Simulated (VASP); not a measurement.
Runs of VASP 6.6.1 on W. Symmetry: Im-3m, No. 229, cubic system. Conventional cell: a = 3.172 Å, b = 3.172 Å, c = 3.172 Å, α = 90.00°, β = 90.00°, γ = 90.00°. W (site symmetry m-3m) is surrounded by 8 W at 2.75 Å. 

| task | cell | gap on the mesh (eV) | pressure (GPa) |
| --- | --- | --- | --- |
| single point | a relaxed cell with its volume scaled by 1.09 | none | -22.5 |
| single point | a relaxed cell with its volume scaled by 1.06 | none | -16.2 |
| single point | a relaxed cell with its volume scaled by 0.94 | none | (a) |
| relaxation of cell and atoms | relaxed | none | 0.0 |

Alike in all rows: level PBE; potentials or basis VASP PAW PBE potentials, release 64 (W); no spin polarisation; k mesh 18 × 18 × 18; cutoff (eV) 520; smearing gaussian 0.1 eV.

Estimate the missing entries.

(a) 22.3.

Caveats: so large a pressure means that the cell lies far from this level's equilibrium, or that cutoff or potentials fall short (some runs); the relaxation stopped at its first step, so nothing moved (some runs).

A k mesh can miss the band edges, and the runs leave out spin-orbit coupling on W.

A gap of «none» marks a metal or a gap under the smearing width.
